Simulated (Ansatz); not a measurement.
With DFT-r²SCAN in the program Ansatz with PAW potentials, ZrO2 in the monoclinic phase (P2_1/c; Zr on 4e, O on 4e, O on 4e) relaxes to a = 5.152 Å, b = 5.227 Å, c = 5.329 Å, β = 99.4°. Its formation energy from the elements is -3.72 eV/atom, with no fitted shifts.

It is gapped at this level: 4.16 eV (indirect).

Symmetry was held in the r²SCAN relaxation. The run is not spin-polarised. The references are the lowest solids computed at this level, not always the standard phases (solids in place of the gases). Scalar-relativistic: spin–orbit coupling is off unless named, which matters more the heavier the elements.

Potentials: the earlier of the program's two PAW sets. The files were generated under PBE; for other functionals the program regenerates the frozen cores, and for LDA and PBEsol the local potential too.
